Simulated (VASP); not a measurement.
# Tc (Fm-3m) in VASP: notebook

Runs on Tc. Level: RPBE. Tasks: single point.

All numbers are computed with VASP 6.6.1; they aren't measurements. Logs are shortened: lines on timing, memory, paths and dates and some standing lists are left out, and cuts for length are marked.

### Step 1. The crystal as given

The structure is cubic, space group Fm-3m (No. 225). The conventional cell has a = 3.900 Å, b = 3.900 Å, c = 3.900 Å, α = 90.00°, β = 90.00°, γ = 90.00°. Tc (site symmetry m-3m) is surrounded by 12 Tc at 2.76 Å.

This isn't the form of Tc at room conditions, which is hcp.

### Step 2. Single point, RPBE

Input file INCAR:

```
PREC = Accurate
ENCUT = 520
EDIFF = 1E-6
ISMEAR = 0
SIGMA = 0.05
LREAL = F
LASPH = T
NELM = 100
ALGO = Fast
ISIF = 2
LWAVE = F
LCHARG = T
GGA = RP
LELF = T
LVHAR = T
```

Input file KPOINTS:

```
regular mesh
0
Gamma
  12 12 12
```

Input file POSCAR:

```
Tc
2.7577
    0.000000000000      0.707110998296      0.707110998296
    0.707110998296      0.000000000000      0.707110998296
    0.707110998296      0.707110998296      0.000000000000
Tc
1
Direct
    0.0000000000      0.0000000000      0.0000000000
```

Potentials or basis: VASP PAW PBE potentials, release 64 (Tc_pv).

Command:

```sh
cat potpaw_PBE.64/Tc_pv/POTCAR > POTCAR
mpirun -np 1 vasp_std > vasp.out
```

OUTCAR:

```text
PREC = Accurate
   ENCUT = 520
   EDIFF = 1E-6
   ISMEAR = 0
   LREAL = F
   LASPH = T
   NELM = 100
   ISIF = 2
   GGA = RP

 ion  position               nearest neighbor table
   1  0.000  0.000  0.000-

  LATTYP: Found a face centered cubic cell.
 ALAT       =     3.9000000000

  Lattice vectors:

 A1 = (   0.0000000000,   1.9500000000,   1.9500000000)
 A2 = (   1.9500000000,   0.0000000000,   1.9500000000)
 A3 = (   1.9500000000,   1.9500000000,   0.0000000000)

Analysis of symmetry for initial positions (statically):
=====================================================================
 Subroutine PRICEL returns:
 Original cell was already a primitive cell.

 Routine SETGRP: Setting up the symmetry group for a
 face centered cubic supercell.

 Subroutine GETGRP returns: Found 48 space group operations
 (whereof 48 operations were pure point group operations)
 out of a pool of 48 trial point group operations.

The static configuration has the point symmetry O_h .

Analysis of symmetry for dynamics (positions and initial velocities):
=====================================================================
 Subroutine PRICEL returns:
 Original cell was already a primitive cell.

 Routine SETGRP: Setting up the symmetry group for a
 face centered cubic supercell.

 Subroutine GETGRP returns: Found 48 space group operations
 (whereof 48 operations were pure point group operations)
 out of a pool of 48 trial point group operations.

The dynamic configuration has the point symmetry O_h .

 Subroutine INISYM returns: Found 48 space group operations
 (whereof 48 operations are pure point group operations),
 and found     1 'primitive' translations

----------------------------------------------------------------------------------------

                                     Primitive cell

  volume of cell :      14.8298

  direct lattice vectors                    reciprocal lattice vectors
     0.000000000  1.950000000  1.950000000    -0.256410256  0.256410256  0.256410256
     1.950000000  0.000000000  1.950000000     0.256410256 -0.256410256  0.256410256
     1.950000000  1.950000000  0.000000000     0.256410256  0.256410256 -0.256410256

  length of vectors
     2.757716447  2.757716447  2.757716447     0.444115592  0.444115592  0.444115592

  position of ions in fractional coordinates (direct lattice)
     0.000000000  0.000000000  0.000000000

  ion indices of the primitive-cell ions
   primitive index   ion index
                 1           1

----------------------------------------------------------------------------------------

 KPOINTS: regular mesh

Automatic generation of k-mesh.
 Grid dimensions read from file:
 generate k-points for:   12   12   12

 Generating k-lattice:

  Cartesian coordinates                     Fractional coordinates (reciprocal lattice)
    -0.021367521  0.021367521  0.021367521     0.083333333  0.000000000  0.000000000
     0.021367521 -0.021367521  0.021367521     0.000000000  0.083333333  0.000000000
     0.021367521  0.021367521 -0.021367521     0.000000000  0.000000000  0.083333333

  Length of vectors
     0.037009633  0.037009633  0.037009633

  Shift w.r.t. Gamma in fractional coordinates (k-lattice)
     0.000000000  0.000000000  0.000000000

 Subroutine IBZKPT returns following result:
 ===========================================

 Found     72 irreducible k-points:

 Following reciprocal coordinates:
            Coordinates               Weight
  0.000000  0.000000  0.000000      1.000000
  0.083333  0.000000  0.000000      8.000000
  0.166667  0.000000  0.000000      8.000000
  0.250000  0.000000  0.000000      8.000000
  0.333333  0.000000  0.000000      8.000000
  0.416667  0.000000  0.000000      8.000000
[... 42 lines left out ...]
  0.333333  0.250000  0.083333     24.000000
  0.416667  0.250000  0.083333     48.000000
 [... further k-points ...]
   k-points           NKPTS =     72   k-points in BZ     NKDIM =     72   number of bands    NBANDS=     10
   number of dos      NEDOS =    301   number of ions     NIONS =      1
   total plane-waves  NPLWV =  13824
   dimension x,y,z NGX =    24 NGY =   24 NGZ =   24
   dimension x,y,z NGXF=    48 NGYF=   48 NGZF=   48
   ions per type =               1
   NGX,Y,Z   is equivalent  to a cutoff of  14.47, 14.47, 14.47 a.u.
   NGXF,Y,Z  is equivalent  to a cutoff of  28.94, 28.94, 28.94 a.u.
 SYSTEM =  unknown system
   PREC   = accura    normal or accurate (medium, high low for compatibility)
   ISTART =      0    job   : 0-new  1-cont  2-samecut
   ICHARG =      2    charge: 1-file 2-atom 10-const
   ISPIN  =      1    spin polarized calculation?
   LNONCOLLINEAR =      F non collinear calculations
   LSORBIT =      F    spin-orbit coupling
   LASPH  =      T    aspherical Exc in radial PAW
   ENCUT  =  520.0 eV  38.22 Ry    6.18 a.u.   5.13  5.13  5.13*2*pi/ulx,y,z
   NELM   =    100;   NELMIN=  2; NELMDL= -5     # of ELM steps
   EDIFF  = 0.1E-05   stopping-criterion for ELM
   LREAL  =      F    real-space projection
   EDIFFG = 0.1E-04   stopping-criterion for IOM
   NSW    =      0    number of steps for IOM
   IBRION =     -1    ionic relax: 0-MD 1-quasi-New 2-CG
   NFREE  =      0    steps in history (QN), initial steepest desc. (CG)
   ISIF   =      2    stress and relaxation
   ISYM   =      2    0-nonsym 1-usesym 2-fastsym
   POTIM  = 0.5000    time-step for ionic-motion
   TEBEG  =    0.0;   TEEND  =   0.0 temperature during run
   PSTRESS=    0.0 pullay stress
   NELECT =      13.0000    total number of electrons
   NUPDOWN=      -1.0000    fix difference up-down
   EMIN   =  10.00;   EMAX   =-10.00  energy-range for DOS
   EFERMI =   0.00;   METHOD = LEGACY
   ISMEAR =     0;   SIGMA  =   0.05  broadening in eV -4-tet -1-fermi 0-gaus
   EFERMI_NEDOS =   21; number of points for ismear=-14 and -15
   IALGO  =     68    algorithm
   IMIX   =      4    mixing-type and parameters
     AMIX     =   0.40;   BMIX     =  1.00
     AMIX_MAG =   1.60;   BMIX_MAG =  1.00
  volume/ion in A,a.u.               =      14.83       100.08
  Fermi-wavevector in a.u.,A,eV,Ry     =   1.566792  2.960808 33.400086  2.454837
  Thomas-Fermi vector in A             =   2.669068
   LORBIT       =      0    0 simple, 1 ext, 2 COOP (PROOUT), +10 PAW based schemes
   GGA     = RP    functional components
   LHFCALC =     F    Hartree Fock is set to
   AEXX    =    0.0000 exact exchange contribution
   IVDW    =     0    specifies the selected vdW correction
   LEPSILON=     F    determine dielectric tensor
   LRPA    =     F    only Hartree local field effects (RPA)
 non-spin polarized calculation
 RMM-DIIS sequential band-by-band and
 Gauss-broadening in eV      SIGMA  =   0.05
  energy-cutoff  :      520.00
  volume of cell :       14.83
 maximum number of plane-waves:       415
 NGX is ok and might be reduce to    24
   NGX = 11   NGY = 11   NGZ = 11

 number of electron      13.0000001 magnetization

 Free energy of the ion-electron system (eV)
  ---------------------------------------------------
  ext. energy  EPLUGINS =         0.00000000
  ---------------------------------------------------
  free energy    TOTEN  =        -9.65976009 eV

  energy without entropy =       -9.65808880  energy(sigma->0) =       -9.65892445

 E-fermi :  12.3766     XC(G=0): -13.5270

 val. band max:       12.3538013152   @ k =  -0.4167   0.0833   0.0000
 cond. band min:      12.3777043878   @ k =  -0.2500   0.3333   0.0833
 fundamental gap:      0.0239030727
 Fermi energy:        12.3766019916

 k-point     1 :       0.0000    0.0000    0.0000
  band No.  band energies     occupation
      1     -26.1049      2.00000
      2     -26.1049      2.00000
      3     -26.1049      2.00000
      4       4.9796      2.00000
      5      10.5917      2.00000
      6      10.5917      2.00000
      7      10.5917      2.00000
      8      13.0917      0.00000
      9      13.0917      0.00000
     10      26.3170      0.00000

 k-point     2 :       0.0833    0.0000    0.0000
  band No.  band energies     occupation
      1     -26.1851      2.00000
      2     -26.1152      2.00000
      3     -26.1152      2.00000
      4       5.2633      2.00000
      5      10.4295      2.00000
      6      10.7126      2.00000
      7      10.7126      2.00000
      8      13.0093      0.00000
      9      13.0093      0.00000
     10      26.8189      0.00000

 k-point     3 :       0.1667    0.0000    0.0000
  band No.  band energies     occupation
      1     -26.4010      2.00000
      2     -26.1430      2.00000
      3     -26.1430      2.00000
      4       6.0146      2.00000
      5      10.1180      2.00000
      6      10.9544      2.00000
      7      10.9544      2.00000
      8      12.9242      0.00000
      9      12.9242      0.00000
     10      27.9074      0.00000

 k-point     4 :       0.2500    0.0000    0.0000
  band No.  band energies     occupation
      1     -26.6885      2.00000
      2     -26.1808      2.00000
      3     -26.1808      2.00000
      4       6.8281      2.00000
      5      10.1799      2.00000
      6      10.9833      2.00000
      7      10.9833      2.00000
      8      13.2359      0.00000
      9      13.2359      0.00000
     10      26.6340      0.00000

 k-point     5 :       0.3333    0.0000    0.0000
  band No.  band energies     occupation
      1     -26.9679      2.00000
      2     -26.2184      2.00000
      3     -26.2184      2.00000
      4       7.1090      2.00000
      5      10.7559      2.00000
      6      10.7559      2.00000
      7      11.2002      2.00000
      8      13.9718      0.00000
      9      13.9718      0.00000
     10      25.0349      0.00000

 k-point     6 :       0.4167    0.0000    0.0000
  band No.  band energies     occupation
      1     -27.1677      2.00000
      2     -26.2457      2.00000
      3     -26.2457      2.00000
      4       7.0283      2.00000
      5      10.5279      2.00000
      6      10.5279      2.00000
      7      12.7154      0.00000
      8      14.7074      0.00000
      9      14.7074      0.00000
     10      23.5037      0.00000
[... 391 lines left out ...]
 k-point    37 :       0.5000    0.3333    0.0000
  band No.  band energies     occupation
      1     -27.0570      2.00000
      2     -26.5881      2.00000
      3     -26.4497      2.00000
      4       7.3255      2.00000
      5       7.9724      2.00000
      6      12.2129      2.00000
      7      13.5479      0.00000
      8      15.2682      0.00000
      9      18.1056      0.00000
     10      23.8173      0.00000

 k-point    38 :      -0.4167    0.3333    0.0000
  band No.  band energies     occupation
      1     -27.0036      2.00000
      2     -26.7295      2.00000
      3     -26.4230      2.00000
      4       7.6226      2.00000
      5       8.5314      2.00000
      6      11.4714      2.00000
      7      13.1598      0.00000
      8      14.8695      0.00000
      9      20.7249      0.00000
     10      21.7777      0.00000

 k-point    39 :      -0.3333    0.3333    0.0000
  band No.  band energies     occupation
      1     -26.8729      2.00000
      2     -26.8640      2.00000
      3     -26.3726      2.00000
      4       8.1253      2.00000
      5       9.1647      2.00000
      6      10.6108      2.00000
      7      12.6559      0.00000
      8      14.2071      0.00000
      9      19.9710      0.00000
     10      23.5475      0.00000

 k-point    40 :       0.4167    0.4167    0.0000
  band No.  band energies     occupation
      1     -27.1024      2.00000
      2     -26.4863      2.00000
      3     -26.4863      2.00000
      4       6.8544      2.00000
      5       7.3781      2.00000
      6      14.8240      0.00000
      7      14.9083      0.00000
      8      14.9806      0.00000
      9      14.9806      0.00000
     10      26.1171      0.00000

 [... further k-points ...]

------------------------ aborting loop because EDIFF is reached ----------------------------------------

  FORCE on cell =-STRESS in cart. coord.  units (eV):
  Direction    XX          YY          ZZ          XY          YZ          ZX
  --------------------------------------------------------------------------------------
  -------------------------------------------------------------------------------------
  Total       -0.2743821     -0.2743821     -0.2743821      0.0000000      0.0000000     -0.0000000
  in kB      -29.6437130    -29.6437130    -29.6437130      0.0000000      0.0000000     -0.0000000
  external PRESSURE =     -29.6437130 kB  Pullay stress =       0.0000000 kB

 VOLUME and BASIS-vectors are now :
 -----------------------------------------------------------------------------
  energy-cutoff  :      520.00
  volume of cell :       14.83
      direct lattice vectors                 reciprocal lattice vectors
     0.000000000  1.950000000  1.950000000    -0.256410256  0.256410256  0.256410256
     1.950000000  0.000000000  1.950000000     0.256410256 -0.256410256  0.256410256
     1.950000000  1.950000000  0.000000000     0.256410256  0.256410256 -0.256410256

 POSITION                                       TOTAL-FORCE (eV/Angst)
 -----------------------------------------------------------------------------------
      0.00000      0.00000      0.00000        -0.000000     -0.000000     -0.000000
 -----------------------------------------------------------------------------------
    total drift:                               -0.000000     -0.000000     -0.000000

  FREE ENERGIE OF THE ION-ELECTRON SYSTEM (eV)
  ---------------------------------------------------
  free  energy   TOTEN  =        -9.6597600917 eV

  energy  without entropy=       -9.6580888039  energy(sigma->0) =       -9.65892445
```

It took 7 s on 1 thread of AMD EPYC 9R45 (Zen 5), shared host; peak memory 0.1 GiB.

Results:

```yaml
Free_energy: -9.6598 eV
Pressure: -3.0 GPa
Band_gap_on_the_k_mesh: none (metal or under the smearing width)
```

Caveat: the PAW data sets were made with another functional, which shifts forces and pressure a little.

### Step 3. Single point, RPBE

Input file run.py:

```python
from ase.calculators.vasp import Vasp
from ase.dft.bandgap import bandgap
from ase.io import read

atoms = read('Tc.xyz')
calc = Vasp(
    directory='calc',
    xc='rpbe',
    pp='PBE',
    setups='materialsproject',
    prec='Accurate',
    encut=520,
    ediff=1e-06,
    ismear=0,
    sigma=0.05,
    lreal=False,
    lasph=True,
    nelm=80,
    algo='Fast',
    isif=2,
    lwave=False,
    lcharg=False,
    kpts=[12, 12, 12],
    gamma=True,
)
atoms.calc = calc

print('energy (eV):', atoms.get_potential_energy())
print('free energy (eV):', atoms.get_potential_energy(force_consistent=True))
print('forces (eV/A):')
print(atoms.get_forces())
print('stress (eV/A^3, Voigt):', atoms.get_stress())
print('Fermi level (eV):', calc.get_fermi_level())
gap, top, bottom = bandgap(calc)
print('band gap (eV):', gap, 'from (spin, k, band)', top, 'to', bottom)
```

Input file Tc.xyz:

```xyz
1
Lattice="0.0000000000 1.9500000000 1.9500000000 1.9500000000 0.0000000000 1.9500000000 1.9500000000 1.9500000000 0.0000000000" Properties=species:S:1:pos:R:3 pbc="T T T"
Tc     0.0000000000      0.0000000000      0.0000000000
```

Potentials or basis: VASP PAW PBE potentials, release 64 (Tc_pv).

Command:

```sh
python run.py
```

It took 8.8 s on 1 thread of AMD EPYC 9R45 (Zen 5), shared host; peak memory 0.11 GiB.

It converged, with:

```yaml
Free_energy: -9.6598 eV
Pressure: -3.0 GPa
Band_gap_on_the_k_mesh: none (metal or under the smearing width)
```

Levels at points of the mesh, in eV from the Fermi level:
| k point | band 5 | band 6 | band 7 | band 8 | band 9 | band 10 |
| --- | --- | --- | --- | --- | --- | --- |
| (0.00, 0.00, 0.00) | -1.78 | -1.78 | -1.78 | 0.72 | 0.72 | 13.94 |
| (0.50, 0.00, 0.00) | -1.94 | -1.94 | 1.13 | 2.64 | 2.64 | 10.31 |
| (0.50, 0.50, 0.00) | -5.17 | 2.59 | 3.18 | 3.18 | 3.68 | 12.79 |

Caveat: the PAW data sets were made with another functional, which shifts forces and pressure a little.

### Step 4. The reference run

An earlier run on the cell as given: functional PBE; potentials or basis VASP PAW PBE potentials, release 64 (Tc_pv); cutoff 520 eV; k mesh 12 × 12 × 12; occupations fermi-dirac, width 0.05 eV; no spin polarisation.

* Pressure: -6.9 GPa
* Band gap on the k mesh: none (metal or under the smearing width)
